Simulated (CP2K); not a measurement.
# Sb (R-3m) in CP2K: further runs

The runs below take Sb through band structure, with r2SCAN, TB-mBJ, PBE.

Program: CP2K 2026.2. These are calculated values, not measurements. Logs are shortened: lines on timing, memory, paths and dates and some standing lists are left out, and cuts for length are marked.

## 1. The structure

The structure is trigonal, space group R-3m (No. 166). Conventional cell: a = 4.308 Å, b = 4.308 Å, c = 11.274 Å, α = 90.00°, β = 90.00°, γ = 120.00°. Around Sb (site symmetry 3m) lie 3 Sb at 2.91 Å.

## 2. Band structure, r2SCAN

sb_bands.inp

```
&GLOBAL
  PROJECT sb_bands
  RUN_TYPE ENERGY_FORCE
  PRINT_LEVEL LOW
&END GLOBAL
&FORCE_EVAL
  METHOD QS
  STRESS_TENSOR ANALYTICAL
  &DFT
    BASIS_SET_FILE_NAME BASIS_MOLOPT_UZH
    POTENTIAL_FILE_NAME POTENTIAL_UZH
    &MGRID
      CUTOFF 675
      REL_CUTOFF 60
      NGRIDS 5
    &END MGRID
    &QS
      METHOD GPW
      EPS_DEFAULT 1.0E-9
    &END QS
    &KPOINTS
      SCHEME MONKHORST-PACK 8 8 8
      GAMMA_CENTERED T
      SYMMETRY T
      SYMMETRY_BACKEND SPGLIB
    &END KPOINTS
    &SCF
      SCF_GUESS ATOMIC
      EPS_SCF 1.0E-6
      MAX_SCF 100
      ADDED_MOS 10
      CHOLESKY OFF
      EPS_EIGVAL 1.0E-7
      &DIAGONALIZATION ON
        ALGORITHM STANDARD
      &END DIAGONALIZATION
      &MIXING ON
        METHOD BROYDEN_MIXING
        ALPHA 0.4
        BETA 1.5
        NBUFFER 8
      &END MIXING
      &SMEAR ON
        METHOD FERMI_DIRAC
        ELECTRONIC_TEMPERATURE [K] 116.045
      &END SMEAR
    &END SCF
    &XC
      &XC_FUNCTIONAL
        &MGGA_X_R2SCAN
        &END MGGA_X_R2SCAN
        &MGGA_C_R2SCAN
        &END MGGA_C_R2SCAN
      &END XC_FUNCTIONAL
    &END XC
    &PRINT
      &KPOINTS ON
      &END KPOINTS
      &MULLIKEN ON
      &END MULLIKEN
      &MO ON
        ENERGIES T
        OCCUPATION_NUMBERS T
        &EACH
          QS_SCF 0
        &END EACH
        ADD_LAST NUMERIC
      &END MO
      &LOWDIN ON
      &END LOWDIN
      &HIRSHFELD ON
        SHAPE_FUNCTION DENSITY
      &END HIRSHFELD
      &BAND_STRUCTURE
        FILE_NAME bands.bs
        ADDED_MOS 2
        &KPOINT_SET
          UNITS B_VECTOR
          NPOINTS 8
          SPECIAL_POINT GAMMA 0.00000000 0.00000000 0.00000000
          SPECIAL_POINT L 0.50000000 0.00000000 0.00000000
          SPECIAL_POINT B1 0.50000000 0.23968736 -0.23968736
        &END KPOINT_SET
        &KPOINT_SET
          UNITS B_VECTOR
          NPOINTS 8
          SPECIAL_POINT B 0.76031264 0.50000000 0.23968736
          SPECIAL_POINT Z 0.50000000 0.50000000 0.50000000
          SPECIAL_POINT GAMMA 0.00000000 0.00000000 0.00000000
          SPECIAL_POINT X 0.36984368 0.00000000 -0.36984368
        &END KPOINT_SET
        &KPOINT_SET
          UNITS B_VECTOR
          NPOINTS 8
          SPECIAL_POINT Q 0.63015632 0.36984368 0.00000000
          SPECIAL_POINT F 0.50000000 0.50000000 0.00000000
          SPECIAL_POINT P1 0.63015632 0.63015632 0.23968736
          SPECIAL_POINT Z 0.50000000 0.50000000 0.50000000
        &END KPOINT_SET
        &KPOINT_SET
          UNITS B_VECTOR
          NPOINTS 8
          SPECIAL_POINT L 0.50000000 0.00000000 0.00000000
          SPECIAL_POINT P 0.76031264 0.36984368 0.36984368
        &END KPOINT_SET
      &END BAND_STRUCTURE
    &END PRINT
  &END DFT
  &SUBSYS
    &CELL
      ABC 4.5066618304 4.5066618304 4.5066618304
      ALPHA_BETA_GAMMA 57.1101731736 57.1101731728 57.1101731727
      PERIODIC XYZ
    &END CELL
    &COORD
      Sb  7.2060564599 3.9215447641 2.7151557335
      Sb  2.1950687177 1.1945590886 0.8270755923
    &END COORD
    &KIND Sb
      BASIS_SET TZVP-MOLOPT-SCAN-GTH-q5
      POTENTIAL GTH-SCAN-q5
    &END KIND
    &PRINT
      &ATOMIC_COORDINATES ON
      &END ATOMIC_COORDINATES
      &CELL ON
      &END CELL
    &END PRINT
  &END SUBSYS
  &PRINT
    &FORCES ON
    &END FORCES
    &STRESS_TENSOR ON
    &END STRESS_TENSOR
  &END PRINT
&END FORCE_EVAL
```

Potentials or basis: POTENTIAL_UZH Sb GTH-SCAN-q5; TZVP-MOLOPT-SCAN-GTH basis.

Launch:

```
OMP_NUM_THREADS=1 cp2k.psmp -i sb_bands.inp -o sb_bands.out
```

sb_bands.out:

```text

 CP2K| version string:                                       CP2K version 2026.2
 CP2K| Input file name                                              sb_bands.inp

 GLOBAL| Force Environment number                                              1
 GLOBAL| Basis set file name                                    BASIS_MOLOPT_UZH
 GLOBAL| Potential file name                                       POTENTIAL_UZH
 GLOBAL| MM Potential file name                                     MM_POTENTIAL
 GLOBAL| Coordinate file name                                      __STD_INPUT__
 GLOBAL| Method name                                                        CP2K
 GLOBAL| Project name                                                   sb_bands
 GLOBAL| Run type                                                   ENERGY_FORCE
 GLOBAL| FFT library                                                       FFTW3
[... 8 lines left out ...]
 GLOBAL| CPU model name                                                  UNKNOWN

 CELL| Volume [angstrom^3]:                                            60.411475
 CELL| Vector a [angstrom]:       4.507     0.000     0.000   |a| =     4.506662
 CELL| Vector b [angstrom]:       2.447     3.784     0.000   |b| =     4.506662
 CELL| Vector c [angstrom]:       2.447     1.332     3.542   |c| =     4.506662
 CELL| Angle (b,c), alpha [degree]:                                    57.110173
 CELL| Angle (a,c), beta  [degree]:                                    57.110173
 CELL| Angle (a,b), gamma [degree]:                                    57.110173
 CELL| Numerically orthorhombic:                                              NO
 CELL| Periodicity                                                           XYZ

 CELL_REF| Volume [angstrom^3]:                                        60.411475
 CELL_REF| Vector a [angstrom     4.507     0.000     0.000   |a| =     4.506662
 CELL_REF| Vector b [angstrom     2.447     3.784     0.000   |b| =     4.506662
 CELL_REF| Vector c [angstrom     2.447     1.332     3.542   |c| =     4.506662
 CELL_REF| Angle (b,c), alpha [degree]:                                57.110173
 CELL_REF| Angle (a,c), beta  [degree]:                                57.110173
 CELL_REF| Angle (a,b), gamma [degree]:                                57.110173
 CELL_REF| Numerically orthorhombic:                                          NO
 CELL_REF| Periodicity                                                       XYZ
[... 9 lines left out ...]
 TOTAL NUMBERS AND MAXIMUM NUMBERS

  Total number of            - Atomic kinds:                                   1
                             - Atoms:                                          2
                             - Shell sets:                                     2
                             - Shells:                                        14
                             - Primitive Cartesian functions:                  8
                             - Cartesian basis functions:                     36
                             - Spherical basis functions:                     34

  Maximum angular momentum of- Orbital basis functions:                        2
                             - Local part of the GTH pseudopotential:          0
                             - Non-local part of the GTH pseudopotential:      4

[... 435 lines left out ...]
 MO| E(Fermi):            0.198104 a.u.          5.390693 eV
 MO| Band gap:            0.047001 a.u.          1.278957 eV

 [... the levels of further k-points ...]

 !-----------------------------------------------------------------------------!
                     Mulliken Population Analysis

 #  Atom  Element  Kind  Atomic population                           Net charge
       1     Sb       1          5.000004                             -0.000004
       2     Sb       1          4.999996                              0.000004
 # Total charge                             10.000000                 -0.000000

 !-----------------------------------------------------------------------------!

 !-----------------------------------------------------------------------------!
                           Hirshfeld Charges

  #Atom  Element  Kind  Ref Charge     Population                    Net charge
      1       Sb     1       5.000          5.000                        -0.000
      2       Sb     1       5.000          5.000                        -0.000

  Total Charge                                                           -0.000
 !-----------------------------------------------------------------------------!

 LOWDIN POPULATION ANALYSIS

 #  Atom  Element  Kind  Atomic population                           Net charge
       1     Sb       1          5.000000                             -0.000000
       2     Sb       1          5.000000                              0.000000
 # Total charge                             10.000000                 -0.000000

 KPOINTS| Band Structure Calculation
 KPOINTS| Number of k-point sets                                               4
 KPOINTS| Number of added MOs/bands                                            2
 KPOINTS| Number of k-points in set    1                                      17
 KPOINTS| In units of b-vector [2pi/Bohr]
 KPOINTS| Special point     1       GAMMA     0.000000     0.000000     0.000000
 KPOINTS| Special point     2           L     0.500000     0.000000     0.000000
 KPOINTS| Special point     3          B1     0.500000     0.239687    -0.239687
 KPOINTS| Number of k-points in set    2                                      25
 KPOINTS| In units of b-vector [2pi/Bohr]
 KPOINTS| Special point     1           B     0.760313     0.500000     0.239687
 KPOINTS| Special point     2           Z     0.500000     0.500000     0.500000
 KPOINTS| Special point     3       GAMMA     0.000000     0.000000     0.000000
 KPOINTS| Special point     4           X     0.369844     0.000000    -0.369844
 KPOINTS| Number of k-points in set    3                                      25
 KPOINTS| In units of b-vector [2pi/Bohr]
 KPOINTS| Special point     1           Q     0.630156     0.369844     0.000000
 KPOINTS| Special point     2           F     0.500000     0.500000     0.000000
 KPOINTS| Special point     3          P1     0.630156     0.630156     0.239687
 KPOINTS| Special point     4           Z     0.500000     0.500000     0.500000
 KPOINTS| Number of k-points in set    4                                       9
 KPOINTS| In units of b-vector [2pi/Bohr]
 KPOINTS| Special point     1           L     0.500000     0.000000     0.000000
 KPOINTS| Special point     2           P     0.760313     0.369844     0.369844

 ENERGY| Total FORCE_EVAL ( QS ) energy [hartree]            -11.128217884079390

 FORCES| Atomic forces [hartree/bohr]
 FORCES|   Atom     x               y               z               |f|
 FORCES|      1  1.51907800E-03  8.26693815E-04  5.72370708E-04   1.82171042E-03
 FORCES|      2 -1.51907802E-03 -8.26693826E-04 -5.72370717E-04   1.82171045E-03
 FORCES| Sum    -2.25389984E-11 -1.06521042E-11 -8.63913108E-12
 FORCES| Total atomic force                                       2.63838655E-11

 STRESS| Analytical stress tensor [bar]
 STRESS|                        x                   y                   z
 STRESS|      x        7.44481755771E+03   1.71862433081E+02   1.19001849121E+02
 STRESS|      y        1.71862433081E+02   7.22265719129E+03   6.47631630197E+01
 STRESS|      z        1.19001849121E+02   6.47631630197E+01   7.17405382235E+03
 STRESS| 1/3 Trace                                             7.28050952378E+03
 STRESS| Determinant                                           3.85415909558E+11

 STRESS| Eigenvectors and eigenvalues of the analytical stress tensor [bar]
 STRESS|                        1                   2                   3
 STRESS| Eigenvalues   7.12910028840E+03   7.12919595885E+03   7.58323232410E+03
 STRESS|      x          -0.513274023165     -0.203342535284      0.833787497201
 STRESS|      y           0.846967521469     -0.276856652235      0.453868275704
 STRESS|      z           0.138548889283      0.939149725793      0.314327850851
```

Run time: 24 s. Hardware: 1 thread of Arm Neoverse V2, shared host; peak memory 0.41 GiB.

What came out:

| Item | Value |
| --- | --- |
| Free energy | -302.8142 eV |
| Pressure | 0.7 GPa |
| Largest force | 0.094 eV/Å |
| Band gap on the k mesh | none (metal or under the smearing width) |

Forces in eV/Å, atoms in the order of the input:
```
Sb   0.078  0.043  0.029
Sb  -0.078 -0.043 -0.029
```

Levels at the corners of the path, in eV from the Fermi level:
```csv
point,band 3,band 4,band 5,band 6,band 7,band 8
Γ,-2.34,-2.10,-2.10,2.03,2.69,2.69
L,-2.31,-2.15,-0.53,-0.23,0.15,0.28
B1,-5.38,-5.22,-1.02,0.59,5.05,5.14
B,-5.38,-5.22,-1.02,0.59,5.05,5.14
Z,-1.66,-1.66,-0.47,-0.11,-0.11,1.12
Γ,-2.34,-2.10,-2.10,2.03,2.69,2.69
X,-5.69,-3.51,-3.23,2.71,3.26,5.03
Q,-5.69,-3.51,-3.23,2.71,3.26,5.03
F,-5.80,-4.09,-4.01,1.68,4.98,6.42
P1,-5.74,-3.57,-3.00,2.64,3.04,6.03
Z,-1.66,-1.66,-0.47,-0.11,-0.11,1.12
L,-2.31,-2.15,-0.53,-0.23,0.15,0.28
P,-5.74,-3.57,-3.00,2.64,3.04,6.03
```

Caveat: spin-orbit coupling is left out, which moves the levels of the heavy elements; the basis of atomic orbitals isn't converged, which shifts pressures, moduli and gaps.

## 3. Band structure, TB-mBJ

Edit sb_bands.inp of step 2 so:

```diff
@@ -2,3 +2,3 @@
   PROJECT sb_bands
-  RUN_TYPE ENERGY_FORCE
+  RUN_TYPE ENERGY
   PRINT_LEVEL LOW
@@ -7,3 +7,2 @@
   METHOD QS
-  STRESS_TENSOR ANALYTICAL
   &DFT
@@ -44,3 +43,3 @@
         METHOD FERMI_DIRAC
-        ELECTRONIC_TEMPERATURE [K] 116.045
+        ELECTRONIC_TEMPERATURE [K] 580.226
       &END SMEAR
@@ -49,6 +48,6 @@
       &XC_FUNCTIONAL
-        &MGGA_X_R2SCAN
-        &END MGGA_X_R2SCAN
-        &MGGA_C_R2SCAN
-        &END MGGA_C_R2SCAN
+        &MGGA_X_TB09
+        &END MGGA_X_TB09
+        &LDA_C_PW
+        &END LDA_C_PW
       &END XC_FUNCTIONAL
@@ -68,7 +67,2 @@
       &END MO
-      &LOWDIN ON
-      &END LOWDIN
-      &HIRSHFELD ON
-        SHAPE_FUNCTION DENSITY
-      &END HIRSHFELD
       &BAND_STRUCTURE
@@ -78,3 +72,3 @@
           UNITS B_VECTOR
-          NPOINTS 8
+          NPOINTS 6
           SPECIAL_POINT GAMMA 0.00000000 0.00000000 0.00000000
@@ -85,3 +79,3 @@
           UNITS B_VECTOR
-          NPOINTS 8
+          NPOINTS 6
           SPECIAL_POINT B 0.76031264 0.50000000 0.23968736
@@ -93,3 +87,3 @@
           UNITS B_VECTOR
-          NPOINTS 8
+          NPOINTS 6
           SPECIAL_POINT Q 0.63015632 0.36984368 0.00000000
@@ -101,3 +95,3 @@
           UNITS B_VECTOR
-          NPOINTS 8
+          NPOINTS 6
           SPECIAL_POINT L 0.50000000 0.00000000 0.00000000
@@ -110,4 +104,5 @@
     &CELL
-      ABC 4.5066618304 4.5066618304 4.5066618304
-      ALPHA_BETA_GAMMA 57.1101731736 57.1101731728 57.1101731727
+      A 4.5066618304 0.0000000000 0.0000000000
+      B 2.4472316736 3.7843173743 0.0000000000
+      C 2.4472316736 1.3317864784 3.5422313258
       PERIODIC XYZ
@@ -119,4 +114,4 @@
     &KIND Sb
-      BASIS_SET TZVP-MOLOPT-SCAN-GTH-q5
-      POTENTIAL GTH-SCAN-q5
+      BASIS_SET TZVP-MOLOPT-PBE-GTH-q5
+      POTENTIAL GTH-PBE-q5
     &END KIND
@@ -132,4 +127,2 @@
     &END FORCES
-    &STRESS_TENSOR ON
-    &END STRESS_TENSOR
   &END PRINT
```

Potentials or basis: POTENTIAL_UZH Sb GTH-PBE-q5; TZVP-MOLOPT-PBE-GTH basis.

Launch:

```
OMP_NUM_THREADS=1 cp2k.psmp -i sb_bands.inp -o sb_bands.out
```

Wall time 38 s (1 thread of Arm Neoverse V2, shared host); peak memory 0.41 GiB.

Results (log left out):

```yaml
Band_gap_on_the_k_mesh: none (metal or under the smearing width)
```

Levels at the corners of the path, in eV from the Fermi level:
```csv
point,band 3,band 4,band 5,band 6,band 7,band 8
Γ,-2.30,-2.05,-2.05,2.05,2.73,2.73
L,-2.28,-2.11,-0.55,-0.23,0.11,0.33
B1,-5.28,-5.13,-1.01,0.63,5.14,5.16
B,-5.28,-5.13,-1.01,0.63,5.14,5.16
Z,-1.67,-1.67,-0.41,-0.03,-0.03,0.97
Γ,-2.30,-2.05,-2.05,2.05,2.73,2.73
X,-5.59,-3.45,-3.17,2.76,3.25,4.52
Q,-5.59,-3.45,-3.17,2.76,3.25,4.52
F,-5.68,-4.02,-3.94,1.61,5.09,5.99
P1,-5.63,-3.51,-2.94,2.58,3.08,5.39
Z,-1.67,-1.67,-0.41,-0.03,-0.03,0.97
L,-2.28,-2.11,-0.55,-0.23,0.11,0.33
P,-5.63,-3.51,-2.94,2.58,3.08,5.39
```

Caveat: this is a model potential without an energy functional, so only levels have meaning; the potentials were made for another functional, which shifts forces and pressure; spin-orbit coupling is left out, which moves the levels of the heavy elements; the basis of atomic orbitals isn't converged, which shifts pressures, moduli and gaps.

## 4. Band structure, PBE

Edit sb_bands.inp of step 3 so:

```diff
@@ -2,3 +2,3 @@
   PROJECT sb_bands
-  RUN_TYPE ENERGY
+  RUN_TYPE ENERGY_FORCE
   PRINT_LEVEL LOW
@@ -7,2 +7,3 @@
   METHOD QS
+  STRESS_TENSOR ANALYTICAL
   &DFT
@@ -11,5 +12,5 @@
     &MGRID
-      CUTOFF 675
+      CUTOFF 450
       REL_CUTOFF 60
-      NGRIDS 5
+      NGRIDS 4
     &END MGRID
@@ -47,7 +48,3 @@
     &XC
-      &XC_FUNCTIONAL
-        &MGGA_X_TB09
-        &END MGGA_X_TB09
-        &LDA_C_PW
-        &END LDA_C_PW
+      &XC_FUNCTIONAL PBE
       &END XC_FUNCTIONAL
@@ -67,8 +64,13 @@
       &END MO
+      &LOWDIN ON
+      &END LOWDIN
+      &HIRSHFELD ON
+        SHAPE_FUNCTION DENSITY
+      &END HIRSHFELD
       &BAND_STRUCTURE
         FILE_NAME bands.bs
-        ADDED_MOS 2
+        ADDED_MOS 6
         &KPOINT_SET
           UNITS B_VECTOR
-          NPOINTS 6
+          NPOINTS 10
           SPECIAL_POINT GAMMA 0.00000000 0.00000000 0.00000000
@@ -79,3 +81,3 @@
           UNITS B_VECTOR
-          NPOINTS 6
+          NPOINTS 10
           SPECIAL_POINT B 0.76031264 0.50000000 0.23968736
@@ -87,3 +89,3 @@
           UNITS B_VECTOR
-          NPOINTS 6
+          NPOINTS 10
           SPECIAL_POINT Q 0.63015632 0.36984368 0.00000000
@@ -95,3 +97,3 @@
           UNITS B_VECTOR
-          NPOINTS 6
+          NPOINTS 10
           SPECIAL_POINT L 0.50000000 0.00000000 0.00000000
@@ -110,4 +112,5 @@
     &COORD
-      Sb  7.2060564599 3.9215447641 2.7151557335
-      Sb  2.1950687177 1.1945590886 0.8270755923
+      SCALED
+      Sb  0.7665100000 0.7665100000 0.7665100000
+      Sb  0.2334900000 0.2334900000 0.2334900000
     &END COORD
@@ -127,2 +130,4 @@
     &END FORCES
+    &STRESS_TENSOR ON
+    &END STRESS_TENSOR
   &END PRINT
```

Launch:

```
OMP_NUM_THREADS=1 cp2k.psmp -i sb_bands.inp -o sb_bands.out
```

Wall time 12 s (1 thread of Arm Neoverse V2, shared host); peak memory 0.3 GiB.

It converged, with:

- Free energy: -300.9960 eV
- Pressure: 3.6 GPa
- Largest force: 0.222 eV/Å
- Band gap on the k mesh: none (metal or under the smearing width)

Forces in eV/Å, atoms in the order of the input:
```
Sb  -0.185 -0.101 -0.070
Sb   0.185  0.101  0.070
```

Stress tensor (GPa, compression positive):
```
 3.40 -0.19 -0.13
-0.19  3.65 -0.07
-0.13 -0.07  3.71
```

Levels at the corners of the path, in eV from the Fermi level:
```
point  band 3  band 4  band 5  band 6  band 7  band 8
    Γ   -2.15   -1.89   -1.89    2.06    2.72    2.72
    L   -2.09   -1.96   -0.41   -0.29    0.09    0.38
   B1   -5.14   -4.99   -0.87    0.62    5.13    5.14
    B   -5.14   -4.99   -0.87    0.62    5.13    5.14
    Z   -1.47   -1.47   -0.54    0.01    0.01    1.06
    Γ   -2.15   -1.89   -1.89    2.06    2.72    2.72
    X   -5.45   -3.31   -3.07    2.77    3.20    4.66
    Q   -5.45   -3.31   -3.07    2.77    3.20    4.66
    F   -5.58   -3.87   -3.78    1.69    5.00    5.95
   P1   -5.50   -3.35   -2.86    2.60    3.11    5.44
    Z   -1.47   -1.47   -0.54    0.01    0.01    1.06
    L   -2.09   -1.96   -0.41   -0.29    0.09    0.38
    P   -5.50   -3.35   -2.86    2.60    3.11    5.44
```

Caveat: spin-orbit coupling is left out, which moves the levels of the heavy elements; the basis of atomic orbitals isn't converged, which shifts pressures, moduli and gaps.

## 5. Summary

| level | potentials or basis | smearing | NGRIDS | basis sets | potentials | points a segment of the path (NPOINTS) | bands added on the path | gap on the mesh (eV) | pressure (GPa) | largest force (eV/Å) |
| --- | --- | --- | --- | --- | --- | --- | --- | --- | --- | --- |
| r2SCAN | POTENTIAL_UZH Sb GTH-SCAN-q5; TZVP-MOLOPT-SCAN-GTH basis | fermi-dirac 0.01 eV | 5 | Sb TZVP-MOLOPT-SCAN-GTH-q5 | Sb GTH-SCAN-q5 of POTENTIAL_UZH | 8 | 2 | none | 0.7 | 0.09 |
| TB-mBJ | POTENTIAL_UZH Sb GTH-PBE-q5; TZVP-MOLOPT-PBE-GTH basis | fermi-dirac 0.05 eV | 5 | Sb TZVP-MOLOPT-PBE-GTH-q5 | Sb GTH-PBE-q5 of POTENTIAL_UZH | 6 | 2 | none | - | - |
| PBE | POTENTIAL_UZH Sb GTH-PBE-q5; TZVP-MOLOPT-PBE-GTH basis | fermi-dirac 0.05 eV | 4 | Sb TZVP-MOLOPT-PBE-GTH-q5 | Sb GTH-PBE-q5 of POTENTIAL_UZH | 10 | 6 | none | 3.6 | 0.22 |

Alike in all rows: task band structure; no spin polarisation; cell as given; k mesh 8 × 8 × 8.

Caveats: spin-orbit coupling is left out, which moves the levels of the heavy elements; the basis of atomic orbitals isn't converged, which shifts pressures, moduli and gaps; this is a model potential without an energy functional, so only levels have meaning (some runs); the potentials were made for another functional, which shifts forces and pressure (some runs).

Absolute energies hang on the potentials; compare differences alone.
